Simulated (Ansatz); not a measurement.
## The stack of H-CC-F chair under graphene, upper layer turned by 180° between two gates

Aim: screening and gap of the neutral stack of H-CC-F chair under graphene, upper layer turned by 180° between oppositely charged gates.

Program: Ansatz 0.2.0. Level of theory: plane-wave DFT, PBE-D3(BJ), Ansatz PAW. Results are calculated unless marked as measured.

## (1) The starting structure

The cell holds 6 atoms: 1 F, 4 C and 1 H. Its edges and angles: a = 2.487 Å, b = 2.487 Å, c = 42.432 Å, α = 90.0°, β = 90.0°, γ = 120.0°. Regions: layer 1: H-CC-F chair, 4 atoms (1 F, 2 C and 1 H); layer 2: graphene, 2 atoms (2 C). Vacuum lies along c.

## (2) Relaxation

The starting cell is a guess, so the in-plane lattice and the atoms are relaxed first, with the slab cut off from its images along the normal.

input.yaml reads:

```yaml
crystal:
  lattice:
    - [2.4875, 0.0, 0.0]
    - [-1.24375, 2.1542381919, 0.0]
    - [0.0, 0.0, 42.4316666656]
  atoms:
    - { symbol: F, position: [0.6666666667, 0.3333333333, 0.4324600338] }
    - { symbol: C, position: [0.6666666667, 0.3333333333, 0.4638045485] }
    - { symbol: C, position: [0.3333333333, 0.6666666667, 0.475745316] }
    - { symbol: H, position: [0.3333333333, 0.6666666667, 0.5009623316] }
    - { symbol: C, position: [0.6666666667, 0.3333333333, 0.5675399662] }
    - { symbol: C, position: [0.0, 0.0, 0.5675399662] }
  periodic: [true, true, false]
kpoints:
  mp_grid: { grid: [18, 18, 1] }
hamiltonian:
  xc: pbe
  dispersion: d3bj
scf:
  occupations: { method: fermi_dirac, width: 0.05 }
  convergence: { dr2_threshold: 1.0e-09 }
relax:
  f_tol: 0.004
  max_steps: 90
  cell: {}
output:
  write_potential: true
  write_density: true
  volumetric_format: npy
```

Run with:

```
$ ansatz run input.yaml --threads 4 --pin off --max-ram 6144MiB --backend cpu --events-out ev --progress --plain --runs-dir out
```

Numbers of over 12 decimals in the logs are rounded to 6 here.

What it wrote:

```text
Warning: relax.cell: scf.convergence.dr2_threshold = 1e-9 eV is looser than the 2.42438606493e-10 eV advised for a relaxation that steers and ends on the stress (1e-10 eV for each atom of the cell: 6, times the square of relax.cell.stress_2d_tol = 0.05 N/m over 15.7 Å (the atoms' height at the walk's start and 5 Å past either face), 3.178e-2 GPa, over a crystal's default 0.05). What an SCF threshold leaves in a stress goes as its square root, and in the free energy as the threshold itself, and one threshold admits the most on a small cell: [figures from the program's tests cut] Set scf.convergence.dr2_threshold to 2.42438606493e-10 eV or tighter. [rest of the remark cut]
Engine: ansatz 0.2.0, x86_64-unknown-linux-gnu
Pseudopotentials: kind: paw
Pseudopotential: F, paw, valence charge 7, recommended cutoff 420 eV (normal), F.paw.azcp
Pseudopotential: C, paw, valence charge 4, recommended cutoff 420 eV (normal), C.paw.azcp
Pseudopotential: H, paw, valence charge 1, recommended cutoff 420 eV (normal), H.paw.azcp
Functional definition: PBE
  parameter kappa = 0.804
  parameter beta = 0.066725
  exchange = pbe_x(kappa = kappa, mu = beta*pi^2/3)
  correlation = pbe_c(beta = beta)
Crystal: 6 atoms, lattice volume = 227.377 Å³
Basis set: ecut = 420 eV, 4287 PW (Γ), exchange–correlation on 36×36×576 points (8 copies of the dense FFT grid, shifted against one another)
Bands: 18, of which v1, the nominal top of the filled ones, is band 12 counted from 1 (11 counted from 0)
Symmetry: 6 space group operations
Space group: P3m1 (ITA 156), of the structure as read, at distance tolerance 6.1e-5 Å
k-points: 37 of 324 (time reversal used)
Non-local potential: F, projectors of the file, l = 0: 2, l = 1: 2, l = 2: 1
Non-local potential: C, projectors of the file, l = 0: 2, l = 1: 2, l = 2: 1
Non-local potential: H, projectors of the file, l = 0: 2, l = 1: 1
PAW form: soft (Blöchl's): semilocal exchange-correlation on the pseudo side does not see the compensation charge
PAW one-centre angular grid: F, 110 points (default); XC on 64 Gauss nodes
PAW one-centre angular grid: C, 110 points (default); XC on 64 Gauss nodes
PAW one-centre angular grid: H, 110 points (default); XC on 64 Gauss nodes
Initial density: superposition of atomic densities (neutral atoms: chi_scale 0, normalization atom), corrected by the library's trained network
Initial wavefunctions: pseudopotential atomic-orbital guess
Functional: x = pbe(κ = 0.804, μ = 0.219515), c = pbe(β = 0.066725)
SCF iter   1: F=—  HF=-1827.505921 eV  |F-HF|=—  |Δ(HF+E_count)|=         —  Δρ=4.08e-3  dr2=2.11e-1  ethr=1.77e-3  ⟨swp⟩=12.8  Hψ=6199  notcnv=0  defer=12
preconditioner: auto → LDOS  [metal: Δε(μ)=0.000 eV  Ē_g=15.260 eV  σ=0.050 eV  W_gap=0.00  n_scr=24 (ndim 8)  ℏωp=11.6 eV  f_vac=0.783  D(μ)=0.12/eV (n_scr^D=4)  β→1.0]
SCF iter   2: F=—  HF=-1830.158543 eV  |F-HF|=—  |Δ(HF+E_count)|=    2.65e0  Δρ=7.05e-2  dr2=1.24e2  ethr=8.77e-4  ⟨swp⟩=6.3  Hψ=2214  notcnv=0  defer=48  recentre
SCF iter   3: F=—  HF=-1827.499672 eV  |F-HF|=—  |Δ(HF+E_count)|=    2.66e0  Δρ=3.59e-3  dr2=1.76e-1  ethr=8.77e-4  ⟨swp⟩=5.3  Hψ=2308  notcnv=0  defer=32
SCF iter   4: F=—  HF=-1827.484430 eV  |F-HF|=—  |Δ(HF+E_count)|=   1.52e-2  Δρ=2.58e-3  dr2=1.12e-1  ethr=7.35e-4  ⟨swp⟩=2.1  Hψ=1145  notcnv=0  defer=50
SCF iter   5: F=—  HF=-1827.470521 eV  |F-HF|=—  |Δ(HF+E_count)|=   1.39e-2  Δρ=1.37e-3  dr2=3.21e-2  ethr=4.67e-4  ⟨swp⟩=3.5  Hψ=1274  notcnv=0  defer=62
SCF iter   6: F=—  HF=-1827.467489 eV  |F-HF|=—  |Δ(HF+E_count)|=   3.03e-3  Δρ=6.10e-4  dr2=8.19e-3  ethr=1.34e-4  ⟨swp⟩=2.4  Hψ=978  notcnv=0  defer=61
SCF iter   7: F=—  HF=-1827.466214 eV  |F-HF|=—  |Δ(HF+E_count)|=   1.28e-3  Δρ=3.01e-4  dr2=3.45e-3  ethr=3.41e-5  ⟨swp⟩=2.7  Hψ=1161  notcnv=0  defer=55
SCF iter   8: F=—  HF=-1827.466292 eV  |F-HF|=—  |Δ(HF+E_count)|=   7.81e-5  Δρ=3.46e-4  dr2=3.72e-3  ethr=1.44e-5  ⟨swp⟩=1.7  Hψ=731  notcnv=0  defer=55
SCF iter   9: F=—  HF=-1827.466007 eV  |F-HF|=—  |Δ(HF+E_count)|=   2.85e-4  Δρ=3.27e-4  dr2=3.00e-3  ethr=1.44e-5  ⟨swp⟩=1.8  Hψ=700  notcnv=0  defer=55
SCF iter  10: F=—  HF=-1827.465416 eV  |F-HF|=—  |Δ(HF+E_count)|=   5.91e-4  Δρ=2.20e-4  dr2=1.41e-3  ethr=1.25e-5  ⟨swp⟩=2.1  Hψ=790  notcnv=0  defer=54
SCF iter  11: F=—  HF=-1827.465034 eV  |F-HF|=—  |Δ(HF+E_count)|=   3.82e-4  Δρ=9.11e-5  dr2=4.44e-5  ethr=5.87e-6  ⟨swp⟩=2.8  Hψ=1049  notcnv=0  defer=54
SCF iter  12: F=—  HF=-1827.464970 eV  |F-HF|=—  |Δ(HF+E_count)|=   6.47e-5  Δρ=3.40e-5  dr2=9.80e-6  ethr=1.85e-7  ⟨swp⟩=3.0  Hψ=1490  notcnv=0  defer=51
SCF iter  13: F=—  HF=-1827.464966 eV  |F-HF|=—  |Δ(HF+E_count)|=   3.76e-6  Δρ=1.40e-5  dr2=1.25e-6  ethr=4.09e-8  ⟨swp⟩=2.7  Hψ=1152  notcnv=0  defer=51
SCF iter  14: F=—  HF=-1827.464996 eV  |F-HF|=—  |Δ(HF+E_count)|=   3.02e-5  Δρ=4.02e-6  dr2=2.69e-7  ethr=5.21e-9  ⟨swp⟩=2.7  Hψ=1033  notcnv=0  defer=51
SCF iter  15: F=—  HF=-1827.464996 eV  |F-HF|=—  |Δ(HF+E_count)|=   3.01e-8  Δρ=2.81e-6  dr2=2.53e-7  ethr=1.12e-9  ⟨swp⟩=2.8  Hψ=1063  notcnv=0  defer=51
SCF iter  16: F=—  HF=-1827.464996 eV  |F-HF|=—  |Δ(HF+E_count)|=   4.55e-8  Δρ=1.20e-6  dr2=4.14e-8  ethr=1.05e-9  ⟨swp⟩=1.3  Hψ=631  notcnv=0  defer=51
SCF iter  17: F=—  HF=-1827.464996 eV  |F-HF|=—  |Δ(HF+E_count)|=   8.63e-9  Δρ=2.78e-7  dr2=1.75e-9  ethr=1.73e-10  ⟨swp⟩=2.1  Hψ=889  notcnv=0  defer=51
SCF iter  18: F=-1827.464996 eV  HF=-1827.464996 eV  |F-HF|=7.28e-11  |Δ(HF+E_count)|=  1.63e-10  Δρ=7.64e-8  dr2=1.36e-11  ethr=4.17e-12  ⟨swp⟩=10.5  Hψ=4573  notcnv=0
SCF 1 converged in 18 iterations: F = -1827.464996 eV  dr2 = 1.36e-11
  greatest PAW one-centre occupation: 0.935 electrons in one spin orbital (limit 2), on the F atom at site 0 (counted from 0), in its partial waves of l = 0
relax step   1: F+E_penalty+E_count = -1827.46499601 eV  Δ(F+E_penalty+E_count) = +0.000e0 eV  max|allowed force component| = 1.884e0 eV/Å  Δτ_max = 0.0000 Å  P = +5.606 N/m  Ω = 227.377 Å³  fix = [c, alpha, beta]  reactions: c +0.000 N/m  (18 SCF iters, accepted)
Crystal: 6 atoms, lattice volume = 229.917 Å³
Basis set: ecut = 420 eV, 4467 PW (Γ), exchange–correlation on 36×36×576 points (8 copies of the dense FFT grid, shifted against one another)
Initial density: handed on by an earlier stage of this run
Initial wavefunctions: those handed on with the density
SCF iter   1: F=—  HF=-1827.746256 eV  |F-HF|=—  |Δ(HF+E_count)|=         —  Δρ=2.47e-2  dr2=8.70e-1  ethr=3.10e-3  ⟨swp⟩=15.6  Hψ=5520  notcnv=0  defer=10
preconditioner: auto → LDOS  [metal: Δε(μ)=0.116 eV  Ē_g=16.075 eV  σ=0.050 eV  W_gap=0.48  n_scr=24 (ndim 8)  ℏωp=12.0 eV  f_vac=0.795  D(μ)=0.16/eV (n_scr^D=4)  β→1.0]
[...]
SCF iter   6: F=—  HF=-1827.531055 eV  |F-HF|=—  |Δ(HF+E_count)|=   4.40e-7  Δρ=4.82e-5  dr2=3.91e-6  ethr=1.53e-7  ⟨swp⟩=3.0  Hψ=1224  notcnv=0  defer=54
SCF iter   7: F=—  HF=-1827.531056 eV  |F-HF|=—  |Δ(HF+E_count)|=   1.30e-6  Δρ=7.20e-6  dr2=2.02e-7  ethr=1.63e-8  ⟨swp⟩=2.9  Hψ=1176  notcnv=0  defer=55
SCF iter   8: F=—  HF=-1827.531087 eV  |F-HF|=—  |Δ(HF+E_count)|=   3.11e-5  Δρ=1.73e-6  dr2=3.45e-9  ethr=8.41e-10  ⟨swp⟩=3.1  Hψ=1322  notcnv=0  defer=54
SCF iter   9: F=-1827.531087 eV  HF=-1827.531087 eV  |F-HF|=7.16e-9  |Δ(HF+E_count)|=   7.80e-8  Δρ=6.54e-7  dr2=8.34e-10  ethr=4.17e-12  ⟨swp⟩=11.3  Hψ=4962  notcnv=0
SCF 3 converged in 9 iterations: F = -1827.531087 eV  dr2 = 8.34e-10
relax step   3: F+E_penalty+E_count = -1827.53108700 eV  Δ(F+E_penalty+E_count) = -1.088e-2 eV  max|allowed force component| = 1.296e-1 eV/Å  Δτ_max = 0.1274 Å  P = -0.557 N/m  Ω = 231.285 Å³  energy of the carried Pulay correction = -4.065e-3 eV  fix = [c, alpha, beta]  reactions: c -0.000 N/m  (9 SCF iters, accepted)
[...]
relax step   4: F+E_penalty+E_count = -1827.53243063 eV  Δ(F+E_penalty+E_count) = -1.344e-3 eV  max|allowed force component| = 3.528e-2 eV/Å  Δτ_max = 0.0555 Å  P = -0.278 N/m  Ω = 231.104 Å³  energy of the carried Pulay correction = -3.879e-3 eV  fix = [c, alpha, beta]  reactions: c -0.000 N/m  (8 SCF iters, accepted)
[...]
relax step   5: F+E_penalty+E_count = -1827.53262933 eV  Δ(F+E_penalty+E_count) = -1.987e-4 eV  max|allowed force component| = 1.077e-2 eV/Å  Δτ_max = 0.0062 Å  P = -0.051 N/m  Ω = 230.963 Å³  energy of the carried Pulay correction = -3.733e-3 eV  fix = [c, alpha, beta]  reactions: c -0.000 N/m  (7 SCF iters, accepted)
[...]
relax step   6: F+E_penalty+E_count = -1827.53266443 eV  Δ(F+E_penalty+E_count) = -3.510e-5 eV  max|allowed force component| = 1.329e-3 eV/Å  Δτ_max = 0.0018 Å  P = +0.001 N/m  Ω = 230.933 Å³  energy of the carried Pulay correction = -3.702e-3 eV  fix = [c, alpha, beta]  reactions: c +0.000 N/m  (6 SCF iters, accepted)
[...]
relax step   7: F+E_penalty+E_count = -1827.53677319 eV  Δ(F+E_penalty+E_count) = -4.109e-3 eV  max|allowed force component| = 1.289e-3 eV/Å  Δτ_max = 0.0000 Å  P = +0.152 N/m  Ω = 230.933 Å³  fix = [c, alpha, beta]  reactions: c +0.000 N/m  stress off target by 1.52e-1 N/m on what of the cell is left free  SCF on the basis re-selected at this cell (its energy is not comparable with the rows above)  (6 SCF iters)
[...]
relax step   8: F+E_penalty+E_count = -1827.53668289 eV  Δ(F+E_penalty+E_count) = +9.030e-5 eV  max|allowed force component| = 1.858e-3 eV/Å  Δτ_max = 0.0001 Å  P = +0.003 N/m  Ω = 231.031 Å³  energy of the carried Pulay correction = -1.015e-4 eV  fix = [c, alpha, beta]  reactions: c +0.000 N/m  (6 SCF iters, accepted)
iter 1 solved again at ethr=2.67e-7 eV; its pass at ethr=3.10e-3 eV (dr2=6.41e-5 eV) is discarded
SCF iter   1: F=—  HF=-1827.536790 eV  |F-HF|=—  |Δ(HF+E_count)|=         —  Δρ=2.17e-6  dr2=1.85e-9  ethr=2.67e-7  ⟨swp⟩=5.7  Hψ=9162  notcnv=0
eigensolver tolerance schedule: the retry pair's looser diagonalisation over-reported the residual by 34654.16 of it (diagonalisation noise at an unbounded share of the residual, at the tolerance the schedule requests for it); recorded, not acted on — ethr = c·dr2/N_el stays at c = 1.0e-1
SCF iter   2: F=—  HF=-1827.536783 eV  |F-HF|=—  |Δ(HF+E_count)|=   7.05e-6  Δρ=1.00e-6  dr2=1.00e-9  ethr=7.70e-12  ⟨swp⟩=5.9  Hψ=2482  notcnv=0
SCF iter   3: F=-1827.536783 eV  HF=-1827.536783 eV  |F-HF|=2.27e-12  |Δ(HF+E_count)|=  9.55e-12  Δρ=3.55e-7  dr2=1.56e-10  ethr=4.17e-12  ⟨swp⟩=18.0  Hψ=6052  notcnv=0
SCF 9 converged in 3 iterations: F = -1827.536783 eV  dr2 = 1.56e-10
relax step   9: F+E_penalty+E_count = -1827.53678317 eV  Δ(F+E_penalty+E_count) = -1.003e-4 eV  max|allowed force component| = 1.903e-3 eV/Å  Δτ_max = 0.0000 Å  P = +0.005 N/m  Ω = 231.031 Å³  fix = [c, alpha, beta]  reactions: c +0.000 N/m  stress off target by 4.69e-3 N/m on what of the cell is left free  SCF on the basis re-selected at this cell (its energy is not comparable with the rows above)  (3 SCF iters)
basis re-selected at this cell: Δ(F+E_penalty+E_count) = -1.003e-4 eV, ΔP = +0.002 N/m vs the last step (what re-selecting the basis moved, of the pressure what is left beyond the Pulay correction that the steps carried, after the strain that the cell walked since its last selection, with what the two solves' SCF thresholds leave and, on support functions, any second-order correction that the steps lacked; it is no m [...]
WARN: The output density's exchange-correlation potential varies sharply where the density is thin. Do not read a vacuum level from v_tot or v_xc, or from such a field of the output density. On a cell that repeats whose density bears no net charge and no dipole along the vacuum's axis use v_es (v_loc + v_h of the components); under efield.dipole_correction with no amplitude use v_es + v_field, which holds any externa [...]
SCF converged after 3 iterations
Free energy (F): -1827.536783 eV
Harris-Foulkes:  -1827.536783 eV  (|F-HF|=2.27e-12)
Internal energy: -1827.535162 eV  (E = F + TS)
E sigma→0 (E₀):  -1827.535973 eV
Entropy (-TS):   -0.001621 eV (-0.270 meV/atom)
Fermi energy:    -6.043734 eV
--- Per-component energies (eV) ---
  E_band       = -363.864747
  E_kinetic    = 583.826060
  E_local      = -77354.990868  (includes V_loc(G=0)·N_el)
  E_nonlocal   = 182.709150
  E_hartree    = 38334.845611
  E_xc         = -280.769248
  E_vxc        = -351.774312  (∫ρ·V_xc dr)
  E_paw        = -597.925399  (= ΣΔE_a)
  E_vpaw       = -93.326041  (= ΣTr[D̂ρ^β])
  E_aug_tail   = 0.000681  (compensation charges beyond the density's cutoff)
  E_ewald      = 37305.343646
  E_disp       = -0.574796  (pairwise vdW)
  E_smearing   = -0.001621  (= −TS)
  E_closure    = -0.000000  (closes the sum)
  Σ components = -1827.536783   (vs F -1827.536783, Δ=0.00e0)
--- Forces (eV/Å), atoms counted from 1 ---
  atom   1  F      0.00000000     0.00000000    -0.00162902
  atom   2  C      0.00000000     0.00000000     0.00065186
  atom   3  C      0.00000000    -0.00000000     0.00190399
  atom   4  H      0.00000000     0.00000000    -0.00092390
  atom   5  C      0.00000000    -0.00000000     0.00001202
  atom   6  C      0.00000000     0.00000000    -0.00000873
  max |Σ_I F_I| component: 6.22e-6 eV/Å
--- 2D stress c σ (N/m, compression-positive) ---
        0.004686      -0.000000      -0.000000
       -0.000000       0.004686      -0.000000
       -0.000000      -0.000000       0.000000
  P = ½ c Tr σ = 0.0047 N/m
--- Band table (eV; the first three rows and the last of 37) ---
  k-point 0: bands = [... 8 lower, -9.0632, -9.0632, -6.0288, -6.0288, -3.0649, -2.1474, -1.8632, -1.1939, ... 2 higher]
  k-point 1: bands = [... 8 lower, -9.2399, -9.1308, -6.2864, -6.1284, -2.9674, -2.0444, -1.7586, -1.0933, ... 2 higher]
  k-point 2: bands = [... 8 lower, -9.7284, -9.3272, -6.9124, -6.3790, -2.6842, -1.7495, -1.4618, -0.7975, ... 2 higher]
  k-point 36: bands = [... 8 lower, -12.1676, -9.6357, -8.7239, -6.6688, -6.6682, 2.0182, 2.3624, 2.8649, ... 2 higher]
  the weakly bound empty levels are not read free of the cell's end (no_gap_told)
--- Relaxed structure (7 steps of the walk, 7 accepted, 2 SCFs on fresh bases) ---
  F+E_penalty+E_count = -1827.53678317 eV   max|allowed force component| = 1.903e-3 eV/Å   (the final SCF, on the basis selected at the relaxed cell)
  cell:  # Å, volume = 231.0306 Å³
    - [2.507405, 0, 0]
    - [-1.253702, 2.171476, 0]
    - [0, 0, 42.4316666656]
  atoms:
    - { symbol: F, position: [0.666667, 0.333333, 0.433199] }
    - { symbol: C, position: [0.666667, 0.333333, 0.465574] }
    - { symbol: C, position: [0.333333, 0.666667, 0.476952] }
    - { symbol: H, position: [0.333333, 0.666667, 0.502925] }
    - { symbol: C, position: [0.666667, 0.333333, 0.564701] }
    - { symbol: C, position: [-1.953170135845817e-17, -1.850371707681668e-17, 0.564701] }
```

Run time: 28 s. Hardware: 4 threads of AMD EPYC 7R13 (Zen 3), shared host; peak memory 0.64 GiB; 1.7 min of CPU time.

Relaxation path:

```csv
step,energy less that of the first step (eV),largest force component (eV/Å),volume (Å³)
1,0.0000,1.8840,227.38
2,-0.0552,0.8991,229.92
3,-0.0661,0.1296,231.28
4,-0.0674,0.0353,231.10
5,-0.0676,0.0108,230.96
6,-0.0677,0.0013,230.93
7*,-0.0718,0.0013,230.93
8,-0.0717,0.0019,231.03
9*,-0.0718,0.0019,231.03
```

Relaxation steps marked * repeat the geometry before them on a plane-wave basis chosen anew for their cell, so energy and pressure can jump there.

The run keeps the 6 symmetry operations that it works with, so distortions that break them were not tested.

```csv
cell as run,before,after,change
a (Å),2.487,2.507,+0.8 %
b (Å),2.487,2.507,+0.8 %
```

The atoms that moved most (Å, along periodic axes as changes of fractional coordinates times the final cell, across vacuum about the mean position):

```csv
atom,dx,dy,dz,length
C6,0.000,0.000,-0.120,0.120
C5,0.000,0.000,-0.120,0.120
H4,0.000,0.000,0.083,0.083
C2,0.000,0.000,0.075,0.075
C3,0.000,0.000,0.051,0.051
F1,0.000,0.000,0.031,0.031
```

The relaxed structure:

```xyz
6
Lattice="2.5074 0.0000 0.0000 -1.2537 2.1715 0.0000 0.0000 0.0000 42.4317" Properties=species:S:1:pos:R:3
F     1.2537    0.7238   18.3813
C     1.2537    0.7238   19.7551
C     0.0000    1.4477   20.2379
H     0.0000    1.4477   21.3399
C     1.2537    0.7238   23.9612
C     0.0000    0.0000   23.9612
```

Numbers from this step:

| Item | Value |
| --- | --- |
| energy at zero smearing | -1827.5360 eV |

The lattice constant a goes from 2.487 to 2.507 Å.

(Part 1 of 3 ends here.)

[Logs are printed without paths, hosts, clocks, repeated set-up lines and the standing remarks that a program may print on its own settings, such as how far it seeks lower states.]

[Hosts, paths, dates, database ids (printed as entryN), source tags and the programs' standing remarks are cut or masked in the printed files.]

[Maps of the electrostatic potential energy from Ansatz leave out the sawtooth potential of an applied field or a dipole correction, so their vacuum need not be flat; planar profiles and work functions include it.]
